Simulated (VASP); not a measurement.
Input of a VASP 6.6.1 run:

File INCAR:

```
SYSTEM = Rh
PREC     = Accurate       ! precision mode
ENCUT    = 700            ! plane-wave cutoff, eV
EDIFF    = 1E-7           ! SCF threshold, eV
ISMEAR   = 0              ! smearing method
SIGMA    = 0.1            ! smearing width, eV
LREAL    = .False.        ! projectors in reciprocal space
LASPH    = .True.         ! aspherical terms in the spheres
NELM     = 80             ! most SCF steps
ALGO     = Fast           ! electronic algorithm
ISIF     = 2              ! what is computed and relaxed
LWAVE    = .False.        ! write WAVECAR
LCHARG   = .False.        ! write CHGCAR
GGA      = PS             ! functional
```

Contents of KPOINTS:

```
regular mesh
0
Gamma
  18 18 18
  0 0 0
```

File POSCAR:

```
Rh
1.0
    0.0000000000      1.8896100000      1.8896100000
    1.8896100000      0.0000000000      1.8896100000
    1.8896100000      1.8896100000      0.0000000000
Rh
1
Direct
    0.0000000000      0.0000000000      0.0000000000
```

Potentials or basis: VASP PAW PBE potentials, release 64 (Rh_pv).

Launch:

```bash
$ cat potpaw_PBE.64/Rh_pv/POTCAR > POTCAR
$ mpirun -np 1 vasp_std > vasp.out
```

What does it give for the band gap on the k mesh?

None (metal or under the smearing width).

Estimate the pressure.

0.2 GPa.

Caveat: the PAW data sets were made with another functional, which shifts forces and pressure a little.
